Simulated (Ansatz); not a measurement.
Runs of Ansatz 0.2.0 on FeO. The structure is tetragonal, space group I4/mmm (No. 139). The conventional cell has a = 3.204 Å, b = 3.204 Å, c = 4.167 Å, α = 90.00°, β = 90.00°, γ = 90.00°. Around Fe (site symmetry 4/mmm) lie 6 O at 2.08 to 2.27 Å. Around O (site symmetry 4/mmm) lie 6 Fe at 2.08 to 2.27 Å. The cell comes from a database or a generator and needn't be the stable form of this composition.

```tsv
task	level	cell	points for each segment of the path	gap on the mesh (eV)	pressure (GPa)	moment (μB)	relaxed volume (Å³/atom)
relaxation of cell and atoms	PBEsol0	relaxed	-	1.59	0.0	4.00	10.13
band structure	HSEsol	as given	4	1.06	-10.1	4.00	-
relaxation of cell and atoms	HSE03	relaxed	-	0.95	0.0	4.00	10.51
relaxation of cell and atoms	HSEsol	relaxed	-	(a)	0.0	4.00	10.14
single point	PBEsol0	as given	-	(b)	-10.2	4.00	-
```

Alike in all rows: potentials or basis Ansatz PAW; spin collinear, ferromagnetic start; k mesh 6 × 6 × 6; cutoff (eV) 420; smearing fermi-dirac 0.05 eV; the mesh is coarse, so values aren't converged.

Estimate the missing entries.

(a) 0.82; (b) 1.84.

Caveats: all runs use coarse meshes; the magnetic or orbital state may not be the lowest; a cell with one magnetic atom can't hold antiferromagnetic order, which such compounds often take; the PAW data sets come from PBE, with cores solved anew for the run's functional, which leaves a small shift of forces and pressure; the plane-wave basis is chosen anew once the cell has moved, so the energies of steps on either side of that aren't comparable (some runs); the thresholds are loose for stress (some runs).

A k mesh can miss the band edges.
